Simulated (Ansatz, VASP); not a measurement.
**LiH in VASP and in Ansatz**

```
CELL_PARAMETERS angstrom
0.00000 2.05925 2.05925
2.05925 0.00000 2.05925
2.05925 2.05925 0.00000
ATOMIC_POSITIONS crystal
Li 0.00000 0.00000 0.00000
H 0.50000 0.50000 0.50000
```

Change from the starting cell: volume scaled by 1.04, PAW files.

Alike in both runs: task electric field gradients; functional PBE; k mesh 11 × 11 × 11; occupations fermi-dirac, width 0.03 eV; no spin polarisation.

|  | VASP | Ansatz |
| --- | --- | --- |
| version | VASP 6.6.1 | Ansatz 0.2.0 |
| potentials or method | VASP PAW PBE potentials, release 64 (Li_sv, H) | PAW with Ansatz's default frozen-core files, scalar-relativistic |
| plane-wave cutoff (eV) | 520 | 420 |
| valence electrons in the cell | 4 | 4 |

```tsv
	VASP	Ansatz	Ansatz less VASP
gap on the k mesh at the Fermi level (eV)	3.21	3.22	+0.007
Vzz of the field gradient on the site that differs most (V/Å²)	0.0	0.0	+0.01
```

Caveats: an odd mesh through Γ misses points on the zone boundary, where band edges often lie.
